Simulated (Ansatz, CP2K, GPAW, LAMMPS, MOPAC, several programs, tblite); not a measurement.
# LiCl from cheap methods to r2SCAN

Aim: run LiCl through methods of unlike cost and see what each gets, and at what price.

Method: no spin polarisation, static lattice; gaps from single points on the cell relaxed beforehand with r²SCAN, in LAMMPS, MOPAC, tblite, CP2K, GPAW, Ansatz (versions at each run).

1 further run of the same task is left out (set aside as unsound or not needed).

**1. The system as given**

The structure is cubic, space group Fm-3m (No. 225). The conventional cell has a = 5.112 Å, b = 5.112 Å, c = 5.112 Å, α = 90.00°, β = 90.00°, γ = 90.00°. Around Li (site symmetry m-3m) lie 6 Cl at 2.56 Å. Cl (site symmetry m-3m) is surrounded by 6 Li at 2.56 Å.

Coordinates:

```cif
data_structure
_symmetry_space_group_name_H-M 'Fm-3m'
_symmetry_Int_Tables_number 225
_cell_length_a 5.1121
_cell_length_b 5.1121
_cell_length_c 5.1121
_cell_angle_alpha 90.000
_cell_angle_beta 90.000
_cell_angle_gamma 90.000
_cell_volume 133.60
loop_
_atom_site_label
_atom_site_type_symbol
_atom_site_symmetry_multiplicity
_atom_site_Wyckoff_symbol
_atom_site_fract_x
_atom_site_fract_y
_atom_site_fract_z
_atom_site_occupancy
Li1 Li 4 a 0.00000 0.00000 0.00000 1
Cl1 Cl 4 b 0.50000 0.00000 0.00000 1
```

The structure type (rocksalt) is imposed and need not be the compound's stable one.

**Question.** The methods are ffield.eim, PM6, PM7, GFN1-xTB (tblite), GFN2-xTB (tblite), PBE/DZVP, PBE/single-zeta, PBE/SZV, coarse PBE, GLLB-SC, PBE, r2SCAN. What gap does r2SCAN give on this cell, and which other methods (full PBE left aside) come nearest to r2SCAN and farthest in gap, volume and bulk modulus?

| quantity | value |
| --- | --- |
| r2SCAN | gap 7.29 eV, 16.70 Å³/atom, B₀ 35 GPa |
| gap: nearest and farthest of the other methods | coarse PBE (-0.90 eV), GLLB-SC (+3.18 eV) |
| volume: nearest and farthest of the other methods | ffield.eim (+1.2 %), GFN1-xTB (tblite) (-9.0 %) |
| bulk modulus: nearest and farthest of the other methods | PBE/DZVP (-8 %), ffield.eim (+299 %) |

What this shows: Among the 9 methods compared for the gap (full PBE left aside), coarse PBE is nearest to r2SCAN and GLLB-SC farthest. Among the 5 methods compared for the volume (full PBE left aside), ffield.eim is nearest to r2SCAN and GFN1-xTB (tblite) farthest. Among the 5 methods compared for the bulk modulus (full PBE left aside), PBE/DZVP is nearest to r2SCAN and ffield.eim farthest. A minimal basis or a coarse cutoff and mesh shifts results by its own error, so closeness to r2SCAN can be chance. Cluster runs see only the k-points that fold onto the zone centre, so their gaps can miss the band edges. GLLB-SC is compared with its derivative discontinuity added. No volume is given for PM6, PM7, PBE/single-zeta, PBE/SZV, which can hide a larger miss. CPU times run from 0.15 s (ffield.eim) to 17 s (PBE/DZVP). On this cell PM6, PM7, GFN1-xTB (tblite), GFN2-xTB (tblite), PBE/DZVP, PBE/single-zeta, PBE/SZV, GLLB-SC cost more than r2SCAN itself (1.3 s), so they are no saving here. r2SCAN is a yardstick, not the truth: it usually gives gaps below the measured ones.
